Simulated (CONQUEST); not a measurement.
**Hf under changes of volume**

One of the cells (21.444 Å³/atom); the others are scaled copies at fixed shape and fractional positions:

```
Hf
1.0
     3.11848    0.00000    0.00000
     0.00000    3.11848    0.00000
     0.00000    0.00000    4.41020
Hf
2
Cartesian
  0.0000 0.0000 0.0000
  1.5592 1.5592 2.2051
```

This isn't the form of Hf at room conditions, which is hcp.

```yaml
Program: CONQUEST 1.3
Functional: PBEsol
Potentials_or_basis: PseudoDojo NC PBEsol, DZP, grid of 32 × 32 × 48 points
k_mesh: 9 × 9 × 6
Occupations: fermi-dirac, width 0.05 eV
Spin: no spin polarisation
```

```tsv
volume (Å³/atom)	energy over the lowest point (meV/atom)	pressure (GPa)
20.569	?	?
21.007	8.83	4.6
21.444	0.00	1.9
22.320	1.37	-2.4
22.757	10.44	-4.2
```

Task: What does the run at 20.569 Å³/atom give?

Result: Energy over the lowest point 25.33 meV/atom; pressure 7.3 GPa.

Worked out: A Birch-Murnaghan fit of order 2 (a polynomial in V^(-2/3)) to the other rows has its minimum at 21.82 Å³/atom with B0 = V·E''(V) = 110 GPa. It gives 24.99 meV/atom at 20.569 Å³/atom, against the run's 25.33, and -dE/dV = 7.3 GPa, against 7.3.

Energies are extrapolated to zero smearing.

Caveats: the basis of atomic orbitals isn't converged, which shifts pressures, moduli and gaps; the real-space grid breaks the cell's symmetry a little (some runs).
